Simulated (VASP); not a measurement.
# C₂H₆: harmonic vibrations of a molecule

C₂H₆, molecule in box, 8 atoms in the cell. RevPBE with D3(BJ), harmonic vibrations; PAW potentials C, H (PBE set).

## Input

INCAR.step1:
```
SYSTEM = H3C
PREC = Accurate
ENCUT = 400
EDIFF = 1E-8
ISMEAR = 0
SIGMA = 0.01
ISYM = 0
LREAL = .FALSE.
LASPH = .TRUE.
NELM = 100
ALGO = Normal
LWAVE = .FALSE.
LCHARG = .FALSE.
GGA = RE
IVDW = 12
IBRION = 2
NSW = 60
ISIF = 2
EDIFFG = -0.002
POTIM = 0.5
```

INCAR.step2, as INCAR.step1 but for:
```
- IBRION = 2
- NSW = 60
- ISIF = 2
- EDIFFG = -0.002
- POTIM = 0.5
+ IBRION = 5
+ NFREE = 2
+ POTIM = 0.015
+ NSW = 1
```

KPOINTS:
```
k-points
0
Gamma
  1 1 1
```

POSCAR.step1:
```
H3C
1.0
   12.0000000000      0.0000000000      0.0000000000
    0.0000000000     12.0000000000      0.0000000000
    0.0000000000      0.0000000000     12.0000000000
C H
2 6
Direct
    0.4738500000      0.5127625000      0.4467916700
    0.5283166700      0.4907291700      0.5588750000
    0.5069583300      0.4576125000      0.3823416700
    0.3838250000      0.4996041700      0.4504166700
    0.4878666700      0.5984291700      0.4193000000
    0.4952166700      0.5458791700      0.6233250000
    0.6183416700      0.5038791700      0.5552416700
    0.5142916700      0.4050708300      0.5863750000
```

Commands (each step's output is kept before the next begins):
```
cat potpaw_PBE.64/C/POTCAR potpaw_PBE.64/H/POTCAR > POTCAR
cp INCAR.step1 INCAR
cp POSCAR.step1 POSCAR
mpirun -np 4 vasp_gam > vasp.out
cp CONTCAR POSCAR
cp INCAR.step2 INCAR
mpirun -np 4 vasp_gam > vasp.out
```

## Result

- Vibrations (cm⁻¹; a negative value is imaginary): 3044, 3043, 3017, 3017, 2969, 2968, 1462, 1462, 1460, 1460, 1375, 1362, 1180, 1179, 984, 804, 802, 299
- Zero-point energy (eV): 1.977
- Translations and rotations, which should read zero (cm⁻¹): -28, -20, -19, 2, 5, 9
- Vibrational entropy at 298 K (meV/K): 0.092
- Displaced cells: 48
- Ionic steps, all stages: 58
- Electronic steps, all stages: 1088

VASP 6.6.1 took 1907 s on 4 cores (Intel Xeon Platinum 8259CL @ 2.50GHz (Skylake/Cascade Lake)), a shared host.
